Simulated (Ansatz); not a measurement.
# TiH2: the cost of one run

Program: Ansatz 0.2.0. Level of theory: DFT PBE, scalar-relativistic, plane waves, PAW. These are calculated values, not measurements.

1 further run of the same task is left out (it didn't finish).

## (1) The system as given

Symmetry: Fd-3m, No. 227, cubic system. Conventional cell: a = 5.834 Å, b = 5.834 Å, c = 5.834 Å, α = 90.00°, β = 90.00°, γ = 90.00°. Ti (site symmetry -43m) is surrounded by 4 H at 1.26 Å. H (site symmetry -3m) has 2 Ti at 1.26 Å as nearest neighbours.

Coordinates:

```
CELL_PARAMETERS angstrom
0.00000 2.91714 2.91714
2.91714 0.00000 2.91714
2.91714 2.91714 0.00000
ATOMIC_POSITIONS crystal
Ti 0.50000 0.50000 0.50000
Ti 0.75000 0.75000 0.75000
H 0.62500 0.62500 0.62500
H 0.12500 0.62500 0.62500
H 0.62500 0.62500 0.12500
H 0.62500 0.12500 0.62500
```

(A quick probe on a coarse mesh, which set the mesh and smearing, is not shown.)

## (3) Coarse relaxation

Contents of input.yaml:

```yaml
crystal:
  lattice:
    - [0.0, 2.9171369442, 2.9171369442]
    - [2.9171369442, 0.0, 2.9171369442]
    - [2.9171369442, 2.9171369442, 0.0]
  atoms:
    - { symbol: Ti, position: [0.5, 0.5, 0.5] }
    - { symbol: Ti, position: [0.75, 0.75, 0.75] }
    - { symbol: H, position: [0.625, 0.625, 0.625] }
    - { symbol: H, position: [0.125, 0.625, 0.625] }
    - { symbol: H, position: [0.625, 0.625, 0.125] }
    - { symbol: H, position: [0.625, 0.125, 0.625] }
basis:
  ecutwfc: 420
kpoints:
  mp_grid: { grid: [6, 6, 6] }
hamiltonian:
  xc: pbe
scf:
  occupations: { method: gaussian, width: 0.1 }
  lower_state_search: "off"
output:
  forces: true
  stress: true
  eigenvalues: true
relax:
  adjacent_minimum: "off"
  f_tol: 0.04
  max_steps: 70
  cell: { stress_tol: 0.4 }
```

The run is started by

```sh
$ ansatz run input.yaml --threads 1 --pin off --max-ram 2560MiB --backend cpu --events-out ev --progress --plain --runs-dir out
```

Q: Estimate wall time and peak memory on 1 thread of Arm Neoverse V2, shared host.

About 26 s, with a peak of 0.38 GiB.
